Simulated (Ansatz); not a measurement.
# Elastic constants of Re at 5 GPa (stress–strain coefficients): input and output

These are results of DFT PBE, scalar-relativistic, plane waves, PAW (Ansatz), not measurements.

Launched with:
```bash
ansatz run input.yaml --threads 1 --pin off --max-ram 1228MiB --backend cpu --events-out ev --progress --plain --runs-dir out
```

Input (bare energies are in eV):
```yaml
crystal:
  lattice:
    - [2.7659112125, 0.0, 0.0]
    - [-1.3829556063, 2.3953493747, 0.0]
    - [0.0, 0.0, 8.9105344115]
  atoms:
    - { symbol: Re, position: [0.0, 0.0, 0.0] }
    - { symbol: Re, position: [0.3333333333, 0.6666666667, 0.25] }
    - { symbol: Re, position: [0.0, 0.0, 0.5] }
    - { symbol: Re, position: [0.6666666667, 0.3333333333, 0.75] }
basis:
  ecutwfc: 420
kpoints:
  mp_grid: { grid: [18, 18, 6] }
hamiltonian:
  xc: pbe
scf:
  occupations: { method: fermi_dirac, width: 0.15 }
output:
  forces: true
  stress: true
  eigenvalues: true
elastic:
  mode: relaxed_ion
  amplitude: 0.005
  stencil: two_point
```

From the output:
```
--- Elastic constants: 3 strain directions × 2 members + reference (group order 24) ---
  dense FFT box of the reference and of every strained cell: 20×20×60
  strains applied: 11, 33, 23; error gains: componentwise 1.00 (the most a stress slope's error grows in a printed constant), spectral 1.41 (1 for all six strains in a standard setting)
  C = ∂σ_k/∂η_j (tension-positive GPa; Voigt order 11 22 33 23 13 12):
       646.391    278.016    227.854     -0.000     -0.000      0.000
       278.016    646.391    227.854      0.000      0.000     -0.000
       227.866    227.866    701.948      0.000      0.000      0.000
        -0.000      0.000      0.000    175.950     -0.000      0.000
        -0.000      0.000     -0.000      0.000    175.950      0.000
        -0.000     -0.000     -0.000      0.000     -0.000    184.188
  reference stress σ⁰ (GPa):     -5.009     -5.009     -5.005     -0.000      0.000     -0.000
  C* (energy form; C + prestress term) asymmetry max|C*_kj − C*_jk| = 1.580e-2 GPa — a small one proves nothing (zero by symmetry where the batch's group is 432, −43m or m−3m); a large one is finite-difference/SCF noise where every solve ...
  moduli (Voigt/Reuss/Hill, GPa): K = 384.69/384.68/384.69   G = 191.28/188.96/190.12   E = 489.70   ν = 0.288
  mechanically stable: yes (min eigenvalue of sym C = 175.95 GPa)
  the stresses are not corrected for the forces that the relaxations left standing (`elastic.f_tol`)
  strain η (Voigt 11):  stress-route row diagonal C_11 = 646.39 GPa, energy-path curvature d²(F+E_count+ΔE)/dδ²/Ω₀ = 646.35 GPa
         δ    σ_11 (GPa) F (eV) n_scf n_hpsi n_pw
    -5.000e-3      -8.3175      -43472.3929898      11  244647   1170   relax 3 steps, max|allowed force component| 2.00e-5 eV/Å
     5.000e-3      -1.8536      -43472.4115520      12  258403   1178   relax 3 steps, max|allowed force component| 9.32e-7 eV/Å
  strain η (Voigt 33):  stress-route row diagonal C_33 = 701.95 GPa, energy-path curvature d²(F+E_count+ΔE)/dδ²/Ω₀ = 701.89 GPa
         δ    σ_33 (GPa) F (eV) n_scf n_hpsi n_pw
    -5.000e-3      -8.5791      -43472.3927568       8   97497   1170   relax 0 steps, max|allowed force component| 3.12e-17 eV/Å
     5.000e-3      -1.5596      -43472.4112773       6   76865   1178   relax 0 steps, max|allowed force component| 5.32e-17 eV/Å
  strain η (Voigt 23):  stress-route row diagonal C_44 = 175.95 GPa, energy-path curvature d²(F+E_count+ΔE)/dδ²/Ω₀ = 178.48 GPa
         δ    σ_23 (GPa) F (eV) n_scf n_hpsi n_pw
    -5.000e-3      -0.8797      -43472.4044243      12  373592   1175   relax 3 steps, max|allowed force component| 8.95e-6 eV/Å
     5.000e-3       0.8797      -43472.4044243      12  373621   1175   relax 3 steps, max|allowed force component| 8.95e-6 eV/Å
```

In a metal, frequencies and elastic constants depend on the k mesh and the smearing, soft modes and shear constants most. Spin–orbit coupling is left out, which can shift energies with elements as heavy as these.